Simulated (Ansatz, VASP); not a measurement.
**Ni in VASP and in Ansatz**

```
Ni
1.0
     0.00000    1.79411    1.79411
     1.79411    0.00000    1.79411
     1.79411    1.79411    0.00000
Ni
1
Direct
  0.00000 0.00000 0.00000
```

Change from the starting cell: volume scaled by 1.06.

Alike in both runs: task single point; functional PBE; k mesh 18 × 18 × 18; occupations fermi-dirac, width 0.08 eV; collinear spin.

|  | VASP | Ansatz |
| --- | --- | --- |
| version | VASP 6.6.1 | Ansatz 0.2.0 |
| potentials or method | VASP PAW PBE potentials, release 64 (Ni), cutoff 520 eV | all-electron LAPW, scalar-relativistic |

```csv
,VASP,Ansatz,Ansatz less VASP
pressure (GPa),-9.9,-10.0,-0.13
net moment per atom (μB),0.63,0.64,+0.012
size of the moment on the site where the two differ most (μB),0.65,0.67,+0.021
```

Site moments also hang on the region over which each program counts them. Ansatz ran all-electron here, so the differences hold the error of VASP's frozen core and of both bases.
